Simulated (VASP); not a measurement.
# Pt (P6_3/mmc) in VASP: further runs

Runs on Pt. Level: PBE. Tasks: single point, relaxation of cell and atoms.

Everything below comes from runs of VASP 6.6.1. Logs are shortened: lines on timing, memory, paths and dates and some standing lists are left out, and cuts for length are marked.

## 1. The structure

It takes space group P6_3/mmc (No. 194, hexagonal). Conventional cell: a = 2.759 Å, b = 2.759 Å, c = 4.781 Å, α = 90.00°, β = 90.00°, γ = 120.00°. Pt (site symmetry -6m2) has 12 Pt at 2.76 to 2.87 Å as nearest neighbours.

This isn't the form of Pt at room conditions, which is fcc.

## 2. Single point, PBE

File INCAR:

```
ALGO = Normal
EDIFF = 1E-6
ENCUT = 520
GGA = PE
ISIF = 2
ISMEAR = 0
LASPH = T
LCHARG = F
LREAL = F
LWAVE = F
NBANDS = 17
NELM = 60
PREC = Accurate
SIGMA = 0.1
```

File KPOINTS:

```
k-points
0
Gamma
  18 18 10
```

File POSCAR:

```
Pt
1.0
    2.7585396153      0.0000000000      0.0000000000
   -1.3792698077      2.3889653842      0.0000000000
    0.0000000000      0.0000000000      4.7813829964
Pt
2
Direct
    0.6666666667      0.3333333333      0.7500000000
    0.3333333333      0.6666666667      0.2500000000
```

Potentials or basis: VASP PAW PBE potentials, release 64 (Pt).

The run is started by

```
$ cat potpaw_PBE.64/Pt/POTCAR > POTCAR
$ mpirun -np 1 vasp_std > vasp.out
```

OUTCAR:

```text
EDIFF = 1E-6
   ENCUT = 520
   GGA = PE
   ISIF = 2
   ISMEAR = 0
   LASPH = T
   LREAL = F
   NELM = 60
   PREC = Accurate

 ion  position               nearest neighbor table
   1  0.667  0.333  0.750-   2 2.87   2 2.87   2 2.87   2 2.87   2 2.87   2 2.87
   2  0.333  0.667  0.250-   1 2.87   1 2.87   1 2.87   1 2.87   1 2.87   1 2.87

  LATTYP: Found a hexagonal cell.
 ALAT       =     2.7585396153
 C/A-ratio  =     1.7333022770

  Lattice vectors:

 A1 = (   2.7585396153,   0.0000000000,   0.0000000000)
 A2 = (  -1.3792698077,   2.3889653842,   0.0000000000)
 A3 = (   0.0000000000,   0.0000000000,   4.7813829964)

Analysis of symmetry for initial positions (statically):
=====================================================================
 Subroutine PRICEL returns:
 Original cell was already a primitive cell.

 Routine SETGRP: Setting up the symmetry group for a
 hexagonal supercell.

 Subroutine GETGRP returns: Found 24 space group operations
 (whereof 12 operations were pure point group operations)
 out of a pool of 24 trial point group operations.

The static configuration has the point symmetry D_3d.
 The point group associated with its full space group is D_6h.

Analysis of symmetry for dynamics (positions and initial velocities):
=====================================================================
 Subroutine PRICEL returns:
 Original cell was already a primitive cell.

 Routine SETGRP: Setting up the symmetry group for a
 hexagonal supercell.

 Subroutine GETGRP returns: Found 24 space group operations
 (whereof 12 operations were pure point group operations)
 out of a pool of 24 trial point group operations.

The dynamic configuration has the point symmetry D_3d.
 The point group associated with its full space group is D_6h.

 Subroutine INISYM returns: Found 24 space group operations
 (whereof 12 operations are pure point group operations),
 and found     1 'primitive' translations

----------------------------------------------------------------------------------------

                                     Primitive cell

  volume of cell :      31.5096

  direct lattice vectors                    reciprocal lattice vectors
     2.758539615  0.000000000  0.000000000     0.362510654  0.209295624  0.000000000
    -1.379269808  2.388965384  0.000000000     0.000000000  0.418591247  0.000000000
     0.000000000  0.000000000  4.781382996     0.000000000  0.000000000  0.209144509

  length of vectors
     2.758539615  2.758539615  4.781382996     0.418591247  0.418591247  0.209144509

  position of ions in fractional coordinates (direct lattice)
     0.666666667  0.333333333  0.750000000
     0.333333333  0.666666667  0.250000000

  ion indices of the primitive-cell ions
   primitive index   ion index
                 1           1
                 2           2

----------------------------------------------------------------------------------------

 KPOINTS: k-points

Automatic generation of k-mesh.
 Grid dimensions read from file:
 generate k-points for:   18   18   10

 Generating k-lattice:

  Cartesian coordinates                     Fractional coordinates (reciprocal lattice)
     0.020139481  0.011627535  0.000000000     0.055555556 -0.000000000  0.000000000
     0.000000000  0.023255069  0.000000000     0.000000000  0.055555556  0.000000000
     0.000000000  0.000000000  0.020914451     0.000000000  0.000000000  0.100000000

  Length of vectors
     0.023255069  0.023255069  0.020914451

  Shift w.r.t. Gamma in fractional coordinates (k-lattice)
     0.000000000  0.000000000  0.000000000

 Subroutine IBZKPT returns following result:
 ===========================================

 Found    222 irreducible k-points:

 Following reciprocal coordinates:
            Coordinates               Weight
  0.000000  0.000000  0.000000      1.000000
  0.055556  0.000000  0.000000      6.000000
  0.111111  0.000000  0.000000      6.000000
  0.166667  0.000000  0.000000      6.000000
  0.222222  0.000000  0.000000      6.000000
  0.277778  0.000000  0.000000      6.000000
[... 16 lines left out ...]
  0.333333  0.111111  0.000000     12.000000
  0.388889  0.111111  0.000000     12.000000
 [... further k-points ...]
   k-points           NKPTS =    222   k-points in BZ     NKDIM =    222   number of bands    NBANDS=     17
   number of dos      NEDOS =    301   number of ions     NIONS =      2
   total plane-waves  NPLWV =  20736
   dimension x,y,z NGX =    24 NGY =   24 NGZ =   36
   dimension x,y,z NGXF=    48 NGYF=   48 NGZF=   72
   ions per type =               2
   NGX,Y,Z   is equivalent  to a cutoff of  14.46, 14.46, 12.52 a.u.
   NGXF,Y,Z  is equivalent  to a cutoff of  28.93, 28.93, 25.03 a.u.
 SYSTEM =  unknown system
   PREC   = accura    normal or accurate (medium, high low for compatibility)
   ISTART =      0    job   : 0-new  1-cont  2-samecut
   ICHARG =      2    charge: 1-file 2-atom 10-const
   ISPIN  =      1    spin polarized calculation?
   LNONCOLLINEAR =      F non collinear calculations
   LSORBIT =      F    spin-orbit coupling
   LASPH  =      T    aspherical Exc in radial PAW
   ENCUT  =  520.0 eV  38.22 Ry    6.18 a.u.   5.13  5.13  8.89*2*pi/ulx,y,z
   NELM   =     60;   NELMIN=  2; NELMDL= -5     # of ELM steps
   EDIFF  = 0.1E-05   stopping-criterion for ELM
   LREAL  =      F    real-space projection
   EDIFFG = 0.1E-04   stopping-criterion for IOM
   NSW    =      0    number of steps for IOM
   IBRION =     -1    ionic relax: 0-MD 1-quasi-New 2-CG
   NFREE  =      0    steps in history (QN), initial steepest desc. (CG)
   ISIF   =      2    stress and relaxation
   ISYM   =      2    0-nonsym 1-usesym 2-fastsym
   POTIM  = 0.5000    time-step for ionic-motion
   TEBEG  =    0.0;   TEEND  =   0.0 temperature during run
   PSTRESS=    0.0 pullay stress
   NELECT =      20.0000    total number of electrons
   NUPDOWN=      -1.0000    fix difference up-down
   EMIN   =  10.00;   EMAX   =-10.00  energy-range for DOS
   EFERMI =   0.00;   METHOD = LEGACY
   ISMEAR =     0;   SIGMA  =   0.10  broadening in eV -4-tet -1-fermi 0-gaus
   EFERMI_NEDOS =   21; number of points for ismear=-14 and -15
   IALGO  =     38    algorithm
   IMIX   =      4    mixing-type and parameters
     AMIX     =   0.40;   BMIX     =  1.00
     AMIX_MAG =   1.60;   BMIX_MAG =  1.00
  volume/ion in A,a.u.               =      15.75       106.32
  Fermi-wavevector in a.u.,A,eV,Ry     =   1.406924  2.658701 26.931848  1.979435
  Thomas-Fermi vector in A             =   2.529235
   LORBIT       =      0    0 simple, 1 ext, 2 COOP (PROOUT), +10 PAW based schemes
   GGA     = PE    functional components
   LHFCALC =     F    Hartree Fock is set to
   AEXX    =    0.0000 exact exchange contribution
   IVDW    =     0    specifies the selected vdW correction
   LEPSILON=     F    determine dielectric tensor
   LRPA    =     F    only Hartree local field effects (RPA)
 non-spin polarized calculation
 Gauss-broadening in eV      SIGMA  =   0.10
  energy-cutoff  :      520.00
  volume of cell :       31.51
 maximum number of plane-waves:       864
 NGX is ok and might be reduce to    24
   NGX = 11   NGY = 11   NGZ = 17

 number of electron      20.0000004 magnetization

 Free energy of the ion-electron system (eV)
  ---------------------------------------------------
  ext. energy  EPLUGINS =         0.00000000
  ---------------------------------------------------
  free energy    TOTEN  =       -12.08982077 eV

  energy without entropy =      -12.07049984  energy(sigma->0) =      -12.08016030

 E-fermi :  10.4140     XC(G=0): -13.2241

 val. band max:       10.4136317375   @ k =   0.3889   0.1667   0.1000
 cond. band min:      10.4171991538   @ k =   0.2222   0.1667   0.4000
 fundamental gap:      0.0035674163
 Fermi energy:        10.4140388273

 k-point     1 :       0.0000    0.0000    0.0000
  band No.  band energies     occupation
      1       0.7060      2.00000
      2       3.3533      2.00000
      3       6.4875      2.00000
      4       6.9901      2.00000
      5       6.9901      2.00000
      6       7.3574      2.00000
[... 9 lines left out ...]
     16      27.7026      0.00000
     17      31.4939      0.00000

 k-point     2 :       0.0556    0.0000    0.0000
  band No.  band energies     occupation
      1       0.8186      2.00000
      2       3.4572      2.00000
      3       6.4786      2.00000
      4       6.9828      2.00000
      5       7.0759      2.00000
      6       7.3013      2.00000
[... 9 lines left out ...]
     16      27.8523      0.00000
     17      30.7932      0.00000

 k-point     3 :       0.1111    0.0000    0.0000
  band No.  band energies     occupation
      1       1.1480      2.00000
      2       3.7508      2.00000
      3       6.3948      2.00000
      4       7.0005      2.00000
      5       7.1985      2.00000
      6       7.3293      2.00000
[... 9 lines left out ...]
     16      28.0308      0.00000
     17      29.7282      0.00000

 k-point     4 :       0.1667    0.0000    0.0000
  band No.  band energies     occupation
      1       1.6668      2.00000
      2       4.1623      2.00000
      3       6.2411      2.00000
      4       6.8479      2.00000
      5       7.1009      2.00000
      6       7.3847      2.00000
[... 9 lines left out ...]
     16      28.0365      0.00000
     17      28.3707      0.00000

 k-point     5 :       0.2222    0.0000    0.0000
  band No.  band energies     occupation
      1       2.3191      2.00000
      2       4.5090      2.00000
      3       6.2131      2.00000
      4       6.4033      2.00000
      5       6.6455      2.00000
      6       7.8191      2.00000
[... 9 lines left out ...]
     16      26.9936      0.00000
     17      28.7579      0.00000

 k-point     6 :       0.2778    0.0000    0.0000
  band No.  band energies     occupation
      1       3.0026      2.00000
      2       4.5664      2.00000
      3       5.8162      2.00000
      4       6.4100      2.00000
      5       6.6554      2.00000
      6       7.6763      2.00000
[... 9 lines left out ...]
     16      26.0727      0.00000
     17      28.2748      0.00000

 k-point     7 :       0.3333    0.0000    0.0000
  band No.  band energies     occupation
      1       3.5609      2.00000
      2       4.4154      2.00000
      3       5.3507      2.00000
      4       6.5604      2.00000
      5       7.1134      2.00000
      6       7.4245      2.00000
[... 9 lines left out ...]
     16      25.2167      0.00000
     17      25.7971      0.00000

 k-point     8 :       0.3889    0.0000    0.0000
  band No.  band energies     occupation
      1       3.8749      2.00000
      2       4.2357      2.00000
      3       5.0136      2.00000
      4       6.8942      2.00000
      5       7.2289      2.00000
      6       7.4163      2.00000
[... 9 lines left out ...]
     16      23.4031      0.00000
     17      24.4926      0.00000
[... 203 lines left out ...]
      1       1.9706      2.00000
      2       4.4212      2.00000
      3       6.0637      2.00000
      4       6.8329      2.00000
      5       6.8452      2.00000
      6       7.3032      2.00000
[... 9 lines left out ...]
     16      27.8335      0.00000
     17      28.1822      0.00000

 k-point    20 :       0.1667    0.1111    0.0000
  band No.  band energies     occupation
      1       2.6160      2.00000
      2       4.8184      2.00000
      3       5.8947      2.00000
      4       6.2662      2.00000
      5       6.6901      2.00000
      6       7.4415      2.00000
[... 9 lines left out ...]
     16      27.1827      0.00000
     17      28.4869      0.00000

 k-point    21 :       0.2222    0.1111    0.0000
  band No.  band energies     occupation
      1       3.3115      2.00000
      2       4.9101      2.00000
      3       5.7644      2.00000
      4       6.0146      2.00000
      5       6.6783      2.00000
      6       7.2155      2.00000
[... 9 lines left out ...]
     16      26.2965      0.00000
     17      28.4267      0.00000

 k-point    22 :       0.2778    0.1111    0.0000
  band No.  band energies     occupation
      1       3.9004      2.00000
      2       4.7359      2.00000
      3       5.3564      2.00000
      4       6.3108      2.00000
      5       6.9594      2.00000
      6       7.0615      2.00000
[... 9 lines left out ...]
     16      25.5209      0.00000
     17      26.2516      0.00000

 k-point    23 :       0.3333    0.1111    0.0000
  band No.  band energies     occupation
      1       4.2333      2.00000
      2       4.5420      2.00000
      3       5.0568      2.00000
      4       6.7205      2.00000
      5       6.9861      2.00000
      6       7.3376      2.00000
[... 9 lines left out ...]
     16      24.2075      0.00000
     17      24.8446      0.00000

 k-point    24 :       0.3889    0.1111    0.0000
  band No.  band energies     occupation
      1       4.3352      2.00000
      2       4.4239      2.00000
      3       4.8742      2.00000
      4       6.9910      2.00000
      5       7.1805      2.00000
      6       7.2552      2.00000
[... 9 lines left out ...]
     16      22.6849      0.00000
     17      24.2940      0.00000

 [... further k-points ...]
[... 5 lines left out ...]
  --------------------------------------------------------------------------------------
  -------------------------------------------------------------------------------------
  Total       -0.0847918     -0.0847918     -0.1214439      0.0000000     -0.0000000      0.0000000
  in kB       -4.3114333     -4.3114333     -6.1750965      0.0000000     -0.0000000      0.0000000
  external PRESSURE =      -4.9326544 kB  Pullay stress =       0.0000000 kB

 VOLUME and BASIS-vectors are now :
 -----------------------------------------------------------------------------
  energy-cutoff  :      520.00
  volume of cell :       31.51
      direct lattice vectors                 reciprocal lattice vectors
     2.758539615  0.000000000  0.000000000     0.362510654  0.209295624  0.000000000
    -1.379269808  2.388965384  0.000000000     0.000000000  0.418591247  0.000000000
     0.000000000  0.000000000  4.781382996     0.000000000  0.000000000  0.209144509

 POSITION                                       TOTAL-FORCE (eV/Angst)
 -----------------------------------------------------------------------------------
      1.37927      0.79632      3.58604         0.000000     -0.000000      0.000000
     -0.00000      1.59264      1.19535        -0.000000      0.000000      0.000000
 -----------------------------------------------------------------------------------
    total drift:                               -0.000000      0.000000     -0.000000

  FREE ENERGIE OF THE ION-ELECTRON SYSTEM (eV)
  ---------------------------------------------------
  free  energy   TOTEN  =       -12.0898207677 eV

  energy  without entropy=      -12.0704998361  energy(sigma->0) =      -12.08016030
```

Wall time 53 s (1 thread of Intel Xeon Platinum 8488C (Sapphire Rapids), shared host); peak memory 0.23 GiB.

Results:

```
Free energy            : -12.0898 eV
Pressure               : -0.5 GPa
Band gap on the k mesh : none (metal or under the smearing width)
```

Spin-orbit coupling is left out, which matters for the levels of Pt.

## 3. Relaxation of cell and atoms, PBE

This run uses another cell than the first one, of 15.81 Å³/atom, 1.004 times its volume.

File INCAR:

```
SYSTEM = Pt
  PREC = Accurate
  ENCUT = 600
  EDIFF = 1E-7
  ISMEAR = 0
  SIGMA = 0.1
  LREAL = .FALSE.
  LASPH = .TRUE.
  NELM = 80
  ALGO = Fast
  ISIF = 3
  LWAVE = .FALSE.
  LCHARG = .FALSE.
  GGA = PE
  IBRION = 2
  NSW = 100
  EDIFFG = -0.005
```

File KPOINTS:

```
Automatic mesh
0
G
  18 18 10
  0 0 0
```

File POSCAR:

```
Pt
1.0
    2.7606656158      0.0000000000      0.0000000000
   -1.3803328079      2.3908065546      0.0000000000
    0.0000000000      0.0000000000      4.7921340000
Pt
2
Direct
    0.6666666700      0.3333333300      0.7500000000
    0.3333333300      0.6666666700      0.2500000000
```

Potentials or basis: VASP PAW PBE potentials, release 64 (Pt).

The run is started by

```
$ cat potpaw_PBE.64/Pt/POTCAR > POTCAR
$ mpirun -np 1 vasp_std > vasp.out
```

Run time: 3.7 min. Hardware: 1 thread of Intel Xeon Platinum 8488C (Sapphire Rapids), shared host; peak memory 0.26 GiB.

The run converged. Its results:

```
Free energy                            : -12.0902 eV
Relaxed volume                         : 15.73 Å³/atom
Relaxed cell                           : a = 2.758 Å, b = 2.758 Å, c = 4.775 Å, α = 90.00°, β = 90.00°, γ = 120.00°
Space group after relaxing (to 0.05 Å) : P6_3/mmc (No. 194)
Energy gained by relaxing              : 0.4 meV/atom
Ionic steps                            : 6
Pressure after relaxing                : 0.0 GPa
Band gap on the k mesh                 : none (metal or under the smearing width)
```

Step by step:
```csv
step,energy change (eV),largest force (eV/Å),pressure (GPa),volume (Å³)
1,0.0000,0.0000,-1.24,31.63
2,0.0031,0.0000,3.18,31.07
3,-0.0007,0.0000,0.02,31.46
4,-0.0007,0.0000,0.06,31.46
5,-0.0007,0.0000,0.05,31.45
6,-0.0007,0.0000,0.04,31.45
```

Final structure:
```xyz
2
Lattice="2.7579 0.0000 0.0000 -1.3790 2.3884 0.0000 0.0000 0.0000 4.7750" Properties=species:S:1:pos:R:3 pbc="T T T"
Pt    1.3790    0.7961    3.5813
Pt    0.0000    1.5923    1.1938
```

Levels at points of the mesh, in eV from the Fermi level:
| k point | band 7 | band 8 | band 9 | band 10 | band 11 | band 12 | band 13 | band 14 |
| --- | --- | --- | --- | --- | --- | --- | --- | --- |
| (0.00, 0.00, 0.00) | -3.06 | -1.82 | -1.82 | -0.70 | -0.22 | -0.22 | 4.75 | 15.11 |
| (0.50, 0.00, 0.00) | -2.60 | 0.01 | 0.28 | 0.49 | 2.28 | 3.76 | 7.30 | 8.88 |
| (0.00, 0.00, 0.50) | -3.43 | -3.43 | -0.80 | -0.80 | -0.80 | -0.80 | 12.00 | 12.00 |
| (0.50, 0.00, 0.50) | -0.85 | -0.85 | 0.40 | 0.40 | 1.71 | 1.71 | 6.49 | 6.49 |

## 4. Single point, PBE

File INCAR:

```
SYSTEM = Pt
ALGO = Normal ; EDIFF = 1E-6
ENCUT = 520 ; GGA = PE
ISIF = 2 ; ISMEAR = 0
LASPH = .TRUE. ; LCHARG = .FALSE.
LREAL = .FALSE. ; LWAVE = .FALSE.
NBANDS = 17 ; NELM = 100
PREC = Accurate ; SIGMA = 0.15
```

File KPOINTS:

```
k-points
0
G
  18 18 10
  0 0 0
```

File POSCAR:

```
Pt
1.0
    2.7585396153      0.0000000000      0.0000000000
   -1.3792698077      2.3889653842      0.0000000000
    0.0000000000      0.0000000000      4.7813829964
Pt
2
Direct
    0.6666666667      0.3333333333      0.7500000000
    0.3333333333      0.6666666667      0.2500000000
```

The run is started by

```
$ cat potpaw_PBE.64/Pt/POTCAR > POTCAR
$ mpirun -np 1 vasp_std > vasp.out
```

Wall time 48 s (1 thread of Intel Xeon Platinum 8488C (Sapphire Rapids), shared host); peak memory 0.22 GiB.

Results (log left out):

```
Free energy            : -12.1017 eV
Pressure               : -0.4 GPa
Band gap on the k mesh : none (metal or under the smearing width)
```

Stress tensor (GPa, compression positive):
```
-0.20  0.00  0.00
 0.00 -0.20  0.00
 0.00  0.00 -0.78
```

Levels at points of the mesh, in eV from the Fermi level:
```tsv
k point	band 8	band 9	band 10	band 11	band 12	band 13
(0.00, 0.00, 0.00)	-1.81	-1.81	-0.71	-0.22	-0.22	4.72
(0.50, 0.00, 0.00)	0.01	0.29	0.49	2.27	3.75	7.29
(0.00, 0.00, 0.50)	-3.42	-0.80	-0.80	-0.80	-0.80	11.96
(0.50, 0.00, 0.50)	-0.85	0.40	0.40	1.71	1.71	6.48
```

The run has no spin-orbit coupling, so splittings on Pt are missing.

## 5. Overview

| task | cell | cutoff (eV) | smearing | gap on the mesh (eV) | pressure (GPa) |
| --- | --- | --- | --- | --- | --- |
| single point | P6_3/mmc, 15.75 Å³/atom | 520 | gaussian 0.1 eV | none | -0.5 |
| relaxation of cell and atoms | relaxed | 600 | gaussian 0.1 eV | none | 0.0 |
| single point | P6_3/mmc, 15.75 Å³/atom | 520 | gaussian 0.15 eV | none | -0.4 |

Alike in all rows: level PBE; potentials or basis VASP PAW PBE potentials, release 64 (Pt); no spin polarisation; k mesh 18 × 18 × 10.

Absolute energies hang on the potentials; compare differences alone.
